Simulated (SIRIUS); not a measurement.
The system is B.

```
B
1.0
     3.43931    0.00000    0.00000
     0.00000    3.43931    0.00000
     0.00000    0.00000    3.43931
B
6
Direct
  0.25000 0.50000 0.00000
  0.75000 0.50000 0.00000
  0.00000 0.25000 0.50000
  0.00000 0.75000 0.50000
  0.50000 0.00000 0.25000
  0.50000 0.00000 0.75000
```

The cell was built by a generator and needn't be a form met in nature.

* Program: SIRIUS 7.10.0
* Task: relaxation of cell and atoms
* Functional: PBE
* Dispersion: D3
* Potentials or basis: PseudoDojo 0.4.1 PBE standard (scalar relativistic)
* Cutoff: 1054 eV
* Density cutoff: 4214 eV
* k mesh: 4 × 4 × 4
* Occupations: fermi-dirac, width 0.05 eV
* Spin: no spin polarisation

At the start: pressure -7.0 GPa; volume 6.78 Å³/atom.

Problem. Where does the relaxation end?

Solution. Over 3 steps the energy falls by 4.6 meV/atom and the volume is 6.57 Å³/atom (-3.2 %); space group Pm-3n (No. 223, to 0.05 Å).

The path:
| step | energy change (eV) | largest force (eV/Å) | pressure (GPa) | volume (Å³) |
| --- | --- | --- | --- | --- |
| 1 | 0.0000 | 0.0000 | -6.97 | 40.68 |
| 2 | -0.0036 | 0.0000 | -6.52 | 40.60 |
| 3 | -0.0278 | 0.0000 | 0.08 | 39.39 |

Final structure:
```xyz
6
Lattice="3.4025 0.0000 0.0000 0.0000 3.4025 0.0000 0.0000 0.0000 3.4025" Properties=species:S:1:pos:R:3 pbc="T T T"
B     0.8506    1.7013    0.0000
B     2.5519    1.7013    0.0000
B     0.0000    0.8506    1.7013
B     0.0000    2.5519    1.7013
B     1.7013    0.0000    0.8506
B     1.7013    0.0000    2.5519
```

Caveat: the k mesh is coarse (spacing up to 0.46 Å⁻¹), so the values aren't converged; pairwise dispersion overbinds metals, which lowers pressure and volume.
